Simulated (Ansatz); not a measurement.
**CaO under changes of volume**

One of the cells (13.886 Å³/atom); the others are scaled copies at fixed shape and fractional positions:

```
Ca O
1.0
     0.00000    2.40356    2.40356
     2.40356    0.00000    2.40356
     2.40356    2.40356    0.00000
Ca O
1 1
Direct
  0.00000 0.00000 0.00000
  0.50000 0.50000 0.50000
```

The cell is a database's computed one.

* Program: Ansatz 0.2.0
* Functional: PBE
* Potentials or basis: Ansatz PAW earlier set
* Cutoff: 930 eV (not typed: the program's choice for these potentials)
* k mesh: 10 × 10 × 10
* Occupations: fermi-dirac, width 0.05 eV
* Spin: no spin polarisation

| volume (Å³/atom) | energy over the lowest point (meV/atom) | pressure (GPa) | gap on the mesh (eV) |
| --- | --- | --- | --- |
| 13.052 | 28.73 | 9.5 | 3.63 |
| 13.330 | 14.80 | 6.6 | 3.64 |
| 13.608 | 5.68 | 4.0 | 3.65 |
| 13.886 | ? | ? | ? |
| 14.163 | 0.00 | -0.5 | 3.66 |
| 14.441 | 2.61 | -2.4 | 3.66 |
| 14.719 | 8.38 | -4.2 | 3.66 |

Problem. What does the run at 13.886 Å³/atom give?

Solution. Energy over the lowest point 0.89 meV/atom; pressure 1.6 GPa; gap on the mesh 3.65 eV.

Worked out: A Birch-Murnaghan fit of order 3 (a polynomial in V^(-2/3)) to the other rows has its minimum at 14.09 Å³/atom with B0 = V·E''(V) = 105 GPa and B' = 4.3. It gives 0.89 meV/atom at 13.886 Å³/atom, against the run's 0.89, and -dE/dV = 1.6 GPa, against 1.6. A straight line through the other rows of the gap, of slope 0.251 eV per unit of ln V, gives 3.65 eV, against the run's 3.65.

Energies are extrapolated to zero smearing.

A mesh can miss the band edges.
